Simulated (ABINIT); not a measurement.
Runs of ABINIT 10.8.3 (patched build) on NbAs. The structure is tetragonal, space group I4_1md (No. 109). Conventional cell: a = 3.452 Å, b = 3.452 Å, c = 11.680 Å, α = 90.00°, β = 90.00°, γ = 90.00°. Nb (site symmetry 2mm) is surrounded by 6 As at 2.60 to 2.63 Å. As (site symmetry 2mm) has 6 Nb at 2.60 to 2.63 Å as nearest neighbours. 

```csv
task,level,potentials or basis,k mesh,cutoff (eV),fine-grid cutoff,mesh quality,gap on the mesh (eV),pressure (GPa),largest force (eV/Å)
single point,PBEsol,JTH PAW PBE v2.0,9 × 9 × 9,435,870.764 eV,not flagged,none,-2.5,0.29
band structure,PBEsol,JTH PAW PBE v2.0,11 × 11 × 11,435,870.764 eV,not flagged,none,(a),0.29
single point,PBE,JTH PAW PBE v2.0,4 × 4 × 4,435,870.764 eV,coarse,none,3.4,0.29
single point,PBE,JTH PAW PBE v2.0,11 × 11 × 11,435,870.764 eV,not flagged,none,3.0,0.30
single point,LDA,JTH PAW LDA v2.0,9 × 9 × 9,408,816.342 eV,not flagged,none,-,0.27
single point,PBE,JTH PAW PBE v2.0,9 × 9 × 9,435,870.764 eV,not flagged,none,3.0,0.30
single point,r2SCAN,JTH PAW PBE v2.0,4 × 4 × 4,517,1034.03 eV,coarse,none,-,0.27
```

Alike in all rows: no spin polarisation; cell as given; smearing fermi-dirac 0.05 eV.

Q: Fill in the values left out.

A: (a) -2.6.

Caveats: some runs use coarse meshes; the PAW data sets were made with another functional, which shifts forces and pressure a little (some runs).

A k mesh can miss the band edges, and the runs leave out spin-orbit coupling on As, Nb.

A gap of «none» marks a metal or a gap under the smearing width.

Not every run made on this cell is shown here.
